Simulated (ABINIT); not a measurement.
**TePb (Fm-3m): G0W0 in ABINIT against the screening cutoff in the self-energy**

How does the gap of TePb (Fm-3m) converge in the screening cutoff in the self-energy?

Calculated with ABINIT 10.8.3; PBE and many-body steps on it, plane waves.

Most raw output is cut from this account.

## Step 1: The starting structure

It takes space group Fm-3m (No. 225, cubic). The conventional cell has a = 6.462 Å, b = 6.462 Å, c = 6.462 Å, α = 90.00°, β = 90.00°, γ = 90.00°. Te has 6 Pb at 3.23 Å nearest. Nearest to Pb lie 6 Te at 3.23 Å. Farther neighbours and most contacts between anions are not listed.

The cell and positions come from the Crystallography Open Database and are kept as given unless a step says otherwise. Spin-orbit coupling is left out unless a step names it.

## Step 2: Screening, 4×4×4 mesh, 448 bands, screening to 272.1 eV

This step: ABINIT 10.8.3; RPA screening on PBE, plane waves, norm-conserving pseudopotentials.

The RPA dielectric matrix is built and inverted for each q.

File run.abi:

```
acell 3*1.0 Angstrom
rprim 
  -0.000000000000 3.231000000000 3.231000000000
  3.231000000000 0.000000000000 3.231000000000
  3.231000000000 3.231000000000 0.000000000000
ntypat 2
znucl 52 82
natom 2
typat 1 2
xred 
  0.500000000000 0.500000000000 0.500000000000
  0.000000000000 0.000000000000 0.000000000000
pp_dirpath "pseudos"
pseudos "Te.upf, Pb.upf"
ecut 34
ngkpt 4 4 4
nshiftk 1
shiftk 0 0 0
kptopt 1
chksymbreak 0
istwfk *1
occopt 1
irdwfk 1
optdriver 3
nband 448
ecuteps 10
inclvkb 2
awtr 1
symchi 1
indata_prefix "in"
outdata_prefix "out"
tmpdata_prefix "tmp"
```

The run is started by

```console
> OMP_NUM_THREADS=1 mpirun -n 8 abinit run.abi > log
```

Wall time 4.2 min (8 MPI ranks of Intel Xeon Platinum 8488C (Sapphire Rapids), shared host); peak memory 4.6 GiB; 34 min of CPU time.

This step gave:

```
ε∞ with local fields, on this mesh, along the program's q direction : 38.74
the same without local fields                                       : 41.75
plasma frequency                                                    : 24.76 eV
plane waves in the screening matrix                                 : 701
```

Local fields lower ε∞ by 7 %.

## Step 3: 1 Ha

This step: G0W0 on PBE, plane waves, norm-conserving pseudopotentials.

Changes to run.abi since step 2:

```diff
@@ -23,8 +23,17 @@
 irdwfk 1
-optdriver 3
+optdriver 4
 nband 448
-ecuteps 10
-inclvkb 2
-awtr 1
-symchi 1
+gwcalctyp 0
+ecutsigx 34
+symsigma 1
+nkptgw 2
+kptgw 
+  0.5000000000 0.0000000000 0.0000000000
+  0.0000000000 0.0000000000 0.0000000000
+bdgw 
+  13 18
+  13 18
+ecuteps 1
+irdscr 1
+ppmodel 1
 indata_prefix "in"
```

Wall time 4.8 s (8 MPI ranks); peak memory 1.4 GiB.

Numbers from this step:

| Item | Value |
| --- | --- |
| G0W0 gap on the points computed | 0.8010 eV |
| starting gap on the mesh | 0.7358 eV |
| k of the valence top | 0.5, 0, 0 |
| k of the conduction bottom | 0.5, 0, 0 |
| Z at the valence top | 0.81 |
| Z at the conduction bottom | 0.813 |
| least direct G0W0 gap on the computed points | 0.8010 eV |

## Step 4: 2 Ha

Changes to run.abi since step 3:

```diff
@@ -35,3 +35,3 @@
   13 18
-ecuteps 1
+ecuteps 2
 irdscr 1
```

Elapsed: 6.5 s, on 8 MPI ranks; peak memory 2.1 GiB.

Numbers from this step:

* G0W0 gap on the points computed: 0.9570 eV
* starting gap on the mesh: 0.7358 eV
* k of the valence top: 0.5, 0, 0
* k of the conduction bottom: 0.5, 0, 0
* Z at the valence top: 0.796
* Z at the conduction bottom: 0.803
* least direct G0W0 gap on the computed points: 0.9570 eV

## Step 5: 3.5 Ha

The self-energy is evaluated for the states that the input lists, and the levels follow from it, in one-shot runs by the linearised quasiparticle equation.

Changes to run.abi since step 4:

```diff
@@ -35,3 +35,3 @@
   13 18
-ecuteps 2
+ecuteps 3.5
 irdscr 1
```

Run time: 11 s. Hardware: 8 MPI ranks; peak memory 2.6 GiB.

This step gave:

- G0W0 gap on the points computed: 1.050 eV
- starting gap on the mesh: 0.7358 eV
- k of the valence top: 0.5, 0, 0
- k of the conduction bottom: 0.5, 0, 0
- least direct G0W0 gap on the computed points: 1.050 eV

The gap on the mesh goes from 0.74 eV to 1.05 eV, a correction of +0.31 eV.

## Step 6: 5 Ha

Changes to run.abi since step 5:

```diff
@@ -35,3 +35,3 @@
   13 18
-ecuteps 3.5
+ecuteps 5
 irdscr 1
```

It took 25 s on 8 MPI ranks; peak memory 3.2 GiB; 3.3 min of CPU time.

This step gave:

```
G0W0 gap on the points computed              : 1.091 eV
starting gap on the mesh                     : 0.7358 eV
k of the valence top                         : 0.5, 0, 0
k of the conduction bottom                   : 0.5, 0, 0
least direct G0W0 gap on the computed points : 1.091 eV
```

Against the run before, the gap moves by +0.041 eV.

## Step 7: 7.5 Ha

Changes to run.abi since step 6:

```diff
@@ -35,3 +35,3 @@
   13 18
-ecuteps 5
+ecuteps 7.5
 irdscr 1
```

Wall time 63 s (8 MPI ranks); peak memory 4.6 GiB.

This step gave:

| Item | Value |
| --- | --- |
| G0W0 gap on the points computed | 1.117 eV |
| starting gap on the mesh | 0.7358 eV |
| k of the valence top | 0.5, 0, 0 |
| k of the conduction bottom | 0.5, 0, 0 |
| least direct G0W0 gap on the computed points | 1.117 eV |

Against the run before, the gap moves by +0.026 eV.

## Step 8: 10 Ha

Changes to run.abi since step 7:

```diff
@@ -35,3 +35,3 @@
   13 18
-ecuteps 7.5
+ecuteps 10
 irdscr 1
```

Run time: 2.4 min. Hardware: 8 MPI ranks; peak memory 5.8 GiB.

This step gave:

```
G0W0 gap on the points computed              : 1.126 eV
starting gap on the mesh                     : 0.7358 eV
k of the valence top                         : 0.5, 0, 0
k of the conduction bottom                   : 0.5, 0, 0
least direct G0W0 gap on the computed points : 1.126 eV
```

Against the run before, the gap moves by +0.009 eV.

## Step 9: Side by side

Times are wall times on 8 MPI ranks of Intel Xeon Platinum 8488C (Sapphire Rapids), shared host, good to a factor of about two. A run's time includes the screening step that it read.

```tsv
run	mesh	bands	screening cutoff (eV)	DFT gap (eV)	gap on the mesh (eV)	direct (eV)	ε∞ used	time
1 Ha	4×4×4	448	27.2	0.736	0.801	0.801	38.74	4.3 min
2 Ha	4×4×4	448	54.4	0.736	0.957	0.957	38.74	4.3 min
3.5 Ha	4×4×4	448	95.2	0.736	1.050	1.050	38.74	4.4 min
5 Ha	4×4×4	448	136.1	0.736	1.091	1.091	38.74	4.6 min
7.5 Ha	4×4×4	448	204.1	0.736	1.117	1.117	38.74	5.3 min
10 Ha	4×4×4	448	272.1	0.736	1.126	1.126	38.74	6.6 min
```

## Step 10: Summary of results

```json
{
  "1 Ha": "0.801 eV",
  "2 Ha": "0.957 eV",
  "3.5 Ha": "1.050 eV",
  "5 Ha": "1.091 eV",
  "7.5 Ha": "1.117 eV",
  "10 Ha": "1.126 eV",
  "known limits": "not at the basis limit; model gap, bands may invert with spin-orbit coupling; exchange with frozen shells missing; mesh may overstate the screening; no spin-orbit coupling; coarse k mesh"
}
```

**Reading.** The setting moved: screening cutoff in the self-energy. From 1 Ha to 10 Ha the gap moves by +0.32 eV. It holds to 0.03 eV from 7.5 Ha on. Bands and screening cutoff are coupled, so a series along one setting does not show full convergence. Bands and cutoff are finite, so the gap is not at the basis limit. The miss can reach some tenths of an eV and take either sign; the mesh is an error of its own. In the G0W0 runs levels were corrected at 2 k points alone, so a gap called «on the mesh» is the least over those, and an edge elsewhere would be missed. The 4×4×4 mesh is coarse for this cell, which bears on the long-range parts of exchange and screening. Where an edge is built on 6p states of lead, bismuth or thallium, scalar-relativistic gaps usually stand too wide, by a few tenths to over one eV. With atoms this heavy and so narrow a gap, spin-orbit coupling can invert the bands. These scalar-relativistic gaps are then model values, not to be set against experiment, and a spin-orbit change taken from DFT can't simply be added. The norm-conserving file of at least one element keeps a d shell over frozen s and p shells of the same row. Exchange with those shells is missing from the self-energy, an error of 0.3 to 0.9 eV in cases checked, whose sign depends on which edge lies on those atoms. For the PBE start: The RPA ε∞ on this mesh reaches over 25; with a narrow direct gap a coarse mesh can overstate it, and the correction is then too small.

[Paths, hosts, dates, memory and timing lines, banners, echoed tables and standing remarks are left out of the program output.]

[Logs are printed without paths, hosts, clocks, repeated set-up lines and the standing remarks that a program may print on its own settings, such as how far it seeks lower states.]

[Runs of the session that timed out or met a known fault of the program may be left out.]

[Hosts, paths, dates, database ids (printed as entryN), source tags and the programs' standing remarks are cut or masked in the printed files.]

[G0W0 gaps are taken among the corrected bands and points alone; a level outside them can change the order at an edge.]

[Where Ansatz stands beside ABINIT at settings called matched, ABINIT's density can come from a denser mesh and the files from another edition; pairs whose starting gaps differed by over 0.03 eV were left out, so agreement reads better than it is.]
